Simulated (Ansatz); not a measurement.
Wanted: the native input for an Ansatz 0.2.0 run.

```
Task                : phonons
Functional          : PBEsol
Potentials or basis : all-electron PAW datasets made for the crystal
Cutoff              : 290 eV (chosen from the basis error)
k mesh              : 8 × 8 × 8
Occupations         : fermi-dirac, width 0.05 eV
Spin                : no spin polarisation
Phonons             : method dfpt
```

Crystal: TePt.

```
Pt Te
1.0
     1.98157    1.14406    6.66103
    -1.98157    1.14406    6.66103
     0.00000   -2.28812    6.66103
Pt Te
2 2
Direct
  0.12967 0.12967 0.12967
  0.87033 0.87033 0.87033
  0.40200 0.40200 0.40200
  0.59800 0.59800 0.59800
```

The input as run:

input.yaml

```yaml
crystal:
  lattice:
    - [1.9815661262, 1.1440577364, 6.6610334788]
    - [-1.9815661262, 1.1440577364, 6.6610334788]
    - [0.0, -2.2881154728, 6.6610334788]
  atoms:
    - { symbol: Pt, position: [0.1296666667, 0.1296666667, 0.1296666667] }
    - { symbol: Pt, position: [0.8703333333, 0.8703333333, 0.8703333333] }
    - { symbol: Te, position: [0.402, 0.402, 0.402] }
    - { symbol: Te, position: [0.598, 0.598, 0.598] }
kpoints:
  mp_grid: { grid: [8, 8, 8] }
scf:
  occupations: { method: fermi_dirac, width: 0.05 }
hamiltonian:
  xc: pbesol
  pseudopotentials: { kind: all_electron, datasets: crystal }
output: {}
phonons:
  method: dfpt
```

Potentials or basis: all-electron PAW datasets made for the crystal.

The run is started by

```bash
$ ansatz run input.yaml --threads 2 --pin off --max-ram 6144MiB --backend cpu --events-out ev --progress --plain --runs-dir out
```

Results of the run:

```json
{
  "Band gap on the k mesh": "none (metal or under the smearing width)",
  "Highest phonon frequency at Γ": "178 cm⁻¹"
}
```

Caveat: a metal's response needs a denser mesh; the program warned that the printed levels may be off, so bands, gaps and densities of states are rough.

It took 37 min on 2 threads of Intel(R) Xeon(R) Processor @ 2.70GHz, with other jobs on the host, peak memory 4.2 GiB.
